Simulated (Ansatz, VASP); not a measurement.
Two plane-wave programs on Ag

File INCAR:

```
SYSTEM = Ag
  PREC = Accurate
  ENCUT = 600
  EDIFF = 1E-6
  ISMEAR = 0
  SIGMA = 0.1
  LREAL = .FALSE.
  LASPH = .TRUE.
  NELM = 100
  ALGO = Normal
  ISIF = 3
  LWAVE = .FALSE.
  LCHARG = .FALSE.
  GGA = PE
  IBRION = 2
  NSW = 100
  EDIFFG = -0.01
```

The input KPOINTS:

```
Automatic mesh
0
G
  26 26 26
  0 0 0
```

Contents of POSCAR:

```
Ag
1.0
   -1.4967208307      1.4967208307      1.9942754363
    1.4967208307     -1.4967208307      1.9942754363
    1.4967208307      1.4967208307     -1.9942754363
Ag
1
Direct
    0.0000000000      0.0000000000      0.0000000000
```

Input for Ansatz:

```yaml
crystal:
  lattice:
    - [-1.4967208307, 1.4967208307, 1.9942754363]
    - [1.4967208307, -1.4967208307, 1.9942754363]
    - [1.4967208307, 1.4967208307, -1.9942754363]
  atoms:
    - { symbol: Ag, position: [0.0, 0.0, 0.0] }
basis:
  ecutwfc: 420
kpoints:
  mp_grid: { grid: [26, 26, 26] }
hamiltonian:
  xc: pbe
scf:
  occupations: { method: gaussian, width: 0.1 }
output:
  forces: true
  stress: true
  eigenvalues: true
relax:
  adjacent_minimum: "off"
  f_tol: 0.01
  max_steps: 80
  cell: { stress_tol: 0.05 }
```

Alike in both runs: task relaxation of cell and atoms; functional PBE; k mesh 26 × 26 × 26; occupations gaussian, width 0.1 eV; no spin polarisation.

|  | VASP | Ansatz |
| --- | --- | --- |
| version | VASP 6.6.1 | Ansatz 0.2.0 |
| potentials or method | VASP PAW PBE potentials, release 64 (Ag) | scalar-relativistic, plane waves, PAW |
| plane-wave cutoff (eV) | 600 | 420 |
| valence electrons in the cell | 11 | 19 |

|  | VASP | Ansatz | Ansatz less VASP |
| --- | --- | --- | --- |
| gap on the k mesh at the Fermi level, each at its own relaxed structure (eV) | none | none | - |
| relaxed volume (Å³/atom) | 17.82 | 17.83 | +0.008 |
| relaxed cell length with the largest relative difference (Å) | 2.932 | 2.933 | +0.0008 |
| energy change over the relaxation (meV/atom) | -4 | -4 | -0.1 |

A gap of «none» marks a metal or a gap that the smearing closes. The two sets of potentials don't hold the same shells in valence.
